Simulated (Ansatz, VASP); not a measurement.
## One calculation of TiO2, two programs

Contents of INCAR:

```
SYSTEM = TiO2
  ALGO = Normal
  EDIFF = 1E-7
  ENCUT = 520
  GGA = PE
  ISIF = 2
  ISMEAR = -1
  LASPH = .TRUE.
  LCHARG = .FALSE.
  LREAL = .FALSE.
  LWAVE = .FALSE.
  NBANDS = 19
  NELM = 100
  PREC = Accurate
  SIGMA = 0.05
```

The input KPOINTS:

```
k-points
0
G
  10 10 10
  0 0 0
```

The input POSCAR:

```
TiO2
1.0
    1.4872816960      0.8586824875      6.9346869804
   -1.4872816960      0.8586824875      6.9346869804
    0.0000000000     -1.7173649751      6.9346869804
Ti O
1 2
Direct
    0.0000000000      0.0000000000      0.0000000000
    0.3795330000      0.3795330000      0.3795330000
    0.6204670000      0.6204670000      0.6204670000
```

input.yaml

```yaml
crystal:
  lattice:
    - [1.487281696, 0.8586824875, 6.9346869804]
    - [-1.487281696, 0.8586824875, 6.9346869804]
    - [0.0, -1.7173649751, 6.9346869804]
  atoms:
    - { symbol: Ti, position: [0.0, 0.0, 0.0] }
    - { symbol: O, position: [0.379533, 0.379533, 0.379533] }
    - { symbol: O, position: [0.620467, 0.620467, 0.620467] }
hamiltonian:
  xc: pbe
  pseudopotentials: { kind: paw }
kpoints:
  mp_grid: { grid: [10, 10, 10] }
scf:
  occupations: { method: fermi_dirac, width: 0.05 }
output:
  forces: true
  stress: true
  eigenvalues: true
```

Change from the starting cell: volume scaled by 0.98.

Alike in both runs: task single point; functional PBE; k mesh 10 × 10 × 10; occupations fermi-dirac, width 0.05 eV; no spin polarisation.

|  | VASP | Ansatz |
| --- | --- | --- |
| version | VASP 6.6.1 | Ansatz 0.2.0 |
| potentials or method | VASP PAW PBE potentials, release 64 (Ti_sv, O) | Ansatz PAW |
| plane-wave cutoff (eV) | 520 | 420 |
| valence electrons in the cell | 24 | 24 |

|  | VASP | Ansatz | Ansatz less VASP |
| --- | --- | --- | --- |
| gap on the k mesh at the Fermi level (eV) | 2.73 | 2.76 | +0.026 |
| least direct gap on the mesh (eV) | 2.91 | 2.93 | +0.021 |
| pressure (GPa) | 2.3 | 1.9 | -0.46 |
| largest component of the traceless stress (GPa) | 0.98 | 0.73 | -0.250 |
| rms of the force components (eV/Å) | 0.122 | 0.094 | -0.0289 |

Atom by atom the forces differ by 0.029 eV/Å (rms over components).

Caveats: the pressure holds a Pulay correction of +0.5 GPa for the finite cutoff (Ansatz). A k mesh can miss the band edges.
